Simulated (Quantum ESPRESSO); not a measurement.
# Ge under changes of volume

One of the cells (19.014 Å³/atom); the others are scaled copies at fixed shape and fractional positions:

```
Ge
1.0
    -2.49590    2.65086    1.43695
     2.49590   -2.65086    1.43695
     2.49590    2.65086   -1.43695
Ge
2
Direct
  0.31406 0.06406 0.25000
  0.68594 0.93594 0.75000
```

This isn't the form of Ge at room conditions, which is diamond.

| Property | Result |
| --- | --- |
| Program | Quantum ESPRESSO 7.5 |
| Functional | PBEsol |
| Potentials or basis | GBRV 1.5 PBEsol |
| Cutoff | 612 eV |
| Density cutoff | 4898 eV |
| k mesh | 11 × 11 × 11 |
| Occupations | fermi-dirac, width 0.05 eV |
| Spin | no spin polarisation |

```csv
volume (Å³/atom),energy over the lowest point (meV/atom),pressure (GPa),largest force (eV/Å)
17.874,?,?,?
18.254,0.00,0.3,0.054
18.634,0.77,-1.3,0.057
19.014,5.18,-2.7,0.059
19.395,12.80,-4.0,0.061
19.775,23.24,-5.1,0.061
20.155,36.15,-6.1,0.061
```

Problem. What does the run at 17.874 Å³/atom give?

Solution. Energy over the lowest point 3.31 meV/atom; pressure 2.1 GPa; largest force 0.050 eV/Å.

Worked out: A Birch-Murnaghan fit of order 3 (a polynomial in V^(-2/3)) to the other rows has its minimum at 18.37 Å³/atom with B0 = V·E''(V) = 81 GPa and B' = 5.1 at fixed shape and positions, which overstates the stiffness. It gives 3.35 meV/atom at 17.874 Å³/atom, against the run's 3.31, and -dE/dV = 2.4 GPa, against 2.1.

Energies are extrapolated to zero smearing.
